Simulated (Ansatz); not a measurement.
Molecular dynamics on a 2×2×2 supercell (16 atoms) of HgTe (rocksalt), relaxed with r2SCAN. Forces come from r2SCAN in Ansatz: constant energy and volume (NVE), velocities drawn at 200 K, steps of 1.5 fs. Spin polarisation is off, nuclei are classical, and the run is far too short for thermal averages. The structure comes from a prototype and may be hypothetical.

```yaml
crystal:
  lattice:
    - [0.0, 6.086904565, 6.086904565]
    - [6.086904565, 0.0, 6.086904565]
    - [6.086904565, 6.086904565, 0.0]
  atoms:
    - { symbol: Hg, position: [0.0, 0.0, 0.0] }
    - { symbol: Te, position: [0.25, 0.25, 0.25] }
    - { symbol: Hg, position: [0.0, 0.0, 0.5] }
    - { symbol: Te, position: [0.25, 0.25, 0.75] }
    - { symbol: Hg, position: [0.0, 0.5, 0.0] }
    - { symbol: Te, position: [0.25, 0.75, 0.25] }
    - { symbol: Hg, position: [0.0, 0.5, 0.5] }
    - { symbol: Te, position: [0.25, 0.75, 0.75] }
    - { symbol: Hg, position: [0.5, 0.0, 0.0] }
    - { symbol: Te, position: [0.75, 0.25, 0.25] }
    - { symbol: Hg, position: [0.5, 0.0, 0.5] }
    - { symbol: Te, position: [0.75, 0.25, 0.75] }
    - { symbol: Hg, position: [0.5, 0.5, 0.0] }
    - { symbol: Te, position: [0.75, 0.75, 0.25] }
    - { symbol: Hg, position: [0.5, 0.5, 0.5] }
    - { symbol: Te, position: [0.75, 0.75, 0.75] }
kpoints:
  mp_grid: { grid: [2, 2, 2] }
hamiltonian:
  xc: r2scan
scf:
  occupations: { method: fermi_dirac, width: 0.02 }
md:
  ensemble: nve
  temperature: 200
  timestep: 1.5
  n_steps: 20
  initial_velocities: maxwell_boltzmann
  seed: 891
```

Run as `ansatz run input.yaml --threads 4 --pin off --max-ram 3686MiB --backend cpu --events-out ev --progress --plain --runs-dir out`. It took 7.6 min on 4 threads of Arm Neoverse V1, with other jobs on the host, load about 1.0 per core; peak host memory 3.1 GiB.

```tsv
step	t (fs)	T (K)	free energy F from step 0 (meV/atom)	kinetic energy (meV/atom)	largest force (eV/Å)
0	0	200	0.0	24.2	0.00
1	1.5	200	0.0	24.2	0.02
2	3	200	0.0	24.2	0.04
3	4.5	199	0.1	24.2	0.06
4	6	199	0.1	24.1	0.08
5	7.5	198	0.2	24.0	0.09
6	9	197	0.3	23.9	0.11
7	10.5	196	0.4	23.8	0.13
8	12	195	0.6	23.7	0.15
9	13.5	194	0.7	23.5	0.17
10	15	193	0.9	23.4	0.19
11	16.5	191	1.0	23.2	0.20
12	18	190	1.2	23.0	0.22
13	19.5	188	1.4	22.8	0.24
14	21	186	1.6	22.6	0.26
15	22.5	185	1.9	22.4	0.27
16	24	183	2.1	22.1	0.29
17	25.5	181	2.3	21.9	0.31
18	27	179	2.6	21.6	0.32
19	28.5	176	2.9	21.4	0.34
20	30	174	3.1	21.1	0.35
```

The temperature goes from 200 K to 174 K in 30 fs. The conserved energy stays within 0.00 meV an atom. By the last step the atoms have moved 0.05 Å in the root mean square, the drift of the whole cell taken out, 0.07 Å at most.

Positions (Å) and forces (eV/Å) at step 20:
```
Hg  -0.025  -0.009   0.004     0.128  -0.026   0.051
Te   3.078   3.028   3.036    -0.012   0.162   0.249
Hg   3.045   3.022   0.037    -0.053   0.017  -0.065
Te   6.093   6.128   3.068    -0.033  -0.088  -0.046
Hg   3.072   0.045   3.004    -0.107  -0.139   0.078
Te   6.093   3.042   6.090    -0.064  -0.029   0.199
Hg   6.072   3.035   2.998     0.046   0.136   0.050
Te   9.164   6.039   6.095    -0.104   0.118  -0.040
Hg  -0.001   3.033   3.027    -0.047   0.045  -0.025
Te   3.099   6.115   6.122    -0.187  -0.184  -0.143
Hg   3.019   6.083   3.008     0.090   0.058   0.070
Te   6.033   9.121   6.051     0.279   0.124  -0.178
Hg   3.045   3.037   6.127    -0.027  -0.005  -0.007
Te   6.088   6.158   9.126     0.124  -0.269   0.055
Hg   6.106   6.054   6.112     0.001   0.038  -0.074
Te   9.070   9.140   9.157    -0.034   0.041  -0.175
```
